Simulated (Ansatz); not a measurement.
GeTe (alpha-GeTe type, space group R3m)

```yaml
crystal:
  lattice:
    - [2.09351, 1.20869, 3.68680]
    - [-2.09351, 1.20869, 3.68680]
    - [0.00000, -2.41737, 3.68680]
  atoms:
    - { symbol: Ge, position: [0.23184, 0.23184, 0.23184] }
    - { symbol: Te, position: [0.76816, 0.76816, 0.76816] }
```

In this cell atom 1 (Ge, nearest neighbour Te at 2.815 Å; its periodic images, 4.2 Å or more away, move with it) is moved by s along Cartesian z, unit vector (0.000, 0.000, 1.000); all other atoms and the cell stay fixed.

Method: r2SCAN (plane waves to 500 eV, PAW, scalar-relativistic; Ansatz, an electronic-structure program). k mesh 8×8×8 (Γ-centred), Fermi-Dirac smearing 0.05 eV. E stands for the smeared free energy. As the smearing reaches across the gap at some points, energies and forces of such displacements shift with the k mesh and the smearing. GeTe was relaxed with its symmetry unable to fall. Spin-orbit coupling is left out, though Te is heavy. ΔE is measured from the undisplaced structure. The last digit holds for this mesh only.

```csv
s (Å),ΔE (meV/cell)
-0.280,200.3
-0.224,125.0
-0.168,67.8
-0.112,28.6
-0.056,6.5
0.000,0.0
0.056,7.0
0.112,24.7
0.168,49.4
0.224,76.6
0.280,101.7
```

### Question
What force constant k = d²E/ds² at s = 0 does the table give?

### Answer
4.3 eV/Å². It is the second difference of the nearest points, corrected with the next pair.

### Question
With k = 4.32 eV/Å² from the forces, is the well harmonic out to s = 0.280 Å?

### Answer
½ks² = 169 meV/cell against the computed 102 meV/cell, so the well is softer than harmonic there.

(For displaced atoms, the force is minus the slope of the energy, and its curvature is a force constant, which sets phonon frequencies.)
